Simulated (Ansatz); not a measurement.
**GaN: phonons and Grüneisen parameters**

Aim: phonons by finite displacements on a 2×2×2 mesh of wavevectors, at three volumes, and the mode Grüneisen parameters. Runs: reference run (LAPW); volume scaled by 0.985 (LAPW); volume scaled by 1.015 (LAPW); mode Grüneisen parameters (LAPW). Companion runs by PAW are cited.

Program: Ansatz 0.2.0. Level of theory: DFT PBEsol, all-electron LAPW, scalar-relativistic unless said. These are calculated values, not measurements.

2 further runs of the same task are left out: 2 set aside as unsound or not needed.

## 1. The structure to begin with

Symmetry: F-43m, No. 216, cubic system. Conventional cell: a = 4.498 Å, b = 4.498 Å, c = 4.498 Å, α = 90.00°, β = 90.00°, γ = 90.00°. Around Ga (site symmetry -43m) lie 4 N at 1.95 Å. N (site symmetry -43m) is surrounded by 4 Ga at 1.95 Å.

Structure file:

```
Ga N
1.0
     0.00000    2.24914    2.24914
     2.24914    0.00000    2.24914
     2.24914    2.24914    0.00000
Ga N
1 1
Cartesian
  0.0000 0.0000 0.0000
  1.1246 1.1246 1.1246
```

Cartesian axes are those of the input's lattice vectors. The structure goes back to a database entry.

## 2. Reference run, LAPW

input.yaml reads:

```yaml
crystal:
  lattice:
    - [0.0, 2.24913975976, 2.24913975976]
    - [2.24913975976, 0.0, 2.24913975976]
    - [2.24913975976, 2.24913975976, 0.0]
  atoms:
    - { symbol: Ga, position: [0.0, 0.0, 0.0] }
    - { symbol: "N", position: [0.25, 0.25, 0.25] }
kpoints:
  mp_grid: { grid: [8, 8, 8] }
scf:
  occupations: { method: fixed }
hamiltonian:
  xc: pbesol
  pseudopotentials: { kind: all_electron, lapw: { basis_error: 0.0005 } }
phonons:
  qmesh: [2, 2, 2]
  qpath:
    path:
      - [0.0, 0.0, 0.0]
      - [-0.5, -0.5, 0.0]
      - [-0.375, -0.375, 0.25]
      - [-0.375, 0.0, 0.375]
      - [0.0, 0.0, 0.0]
      - [0.0, 0.0, 0.5]
      - [-0.5, -0.25, 0.25]
      - [-0.5, -0.5, 0.0]
    npoints: 6
  temperatures: { t_min: 0, t_max: 1000, t_step: 100 }
```

Run with:

```
> ansatz run input.yaml --threads 2 --pin off --max-ram 5120MiB --backend cpu --events-out ev --progress --plain --runs-dir out
```

## 3. Volume scaled by 0.985, LAPW

input.yaml, as its differences from that of step 2:

```diff
@@ -2,5 +2,5 @@
   lattice:
-    - [0.0, 2.24913975976, 2.24913975976]
-    - [2.24913975976, 0.0, 2.24913975976]
-    - [2.24913975976, 2.24913975976, 0.0]
+    - [0.0, 2.23783735916, 2.23783735916]
+    - [2.23783735916, 0.0, 2.23783735916]
+    - [2.23783735916, 2.23783735916, 0.0]
   atoms:
```

## 4. Volume scaled by 1.015, LAPW

input.yaml, as its differences from that of step 3:

```diff
@@ -2,5 +2,5 @@
   lattice:
-    - [0.0, 2.23783735916, 2.23783735916]
-    - [2.23783735916, 0.0, 2.23783735916]
-    - [2.23783735916, 2.23783735916, 0.0]
+    - [0.0, 2.260329694, 2.260329694]
+    - [2.260329694, 0.0, 2.260329694]
+    - [2.260329694, 2.260329694, 0.0]
   atoms:
```

(Steps that only read results are left out.)

Before running it: what results should come out? Wanted: highest mode on the mesh, without the LO shift; optical modes at Γ.

**Answer**, as computed:

| quantity | value |
| --- | --- |
| highest mode on the mesh, without the LO shift (LAPW) | 678 cm⁻¹ |
| optical modes at Γ | 537 (T2) cm⁻¹ |
| mean Grüneisen parameter at 300 K (LAPW) | 0.69 |

No mode on the mesh is unstable; the highest lies at 678 cm⁻¹ by LAPW. Weighted by heat capacity at 300 K the mean Grüneisen parameter of the sampled modes is 0.69, which points to expansion on heating. Some modes have negative γ and soften under compression. PAW differs from LAPW by at most 0.3 cm⁻¹. Each set of modes is computed in the harmonic approximation.
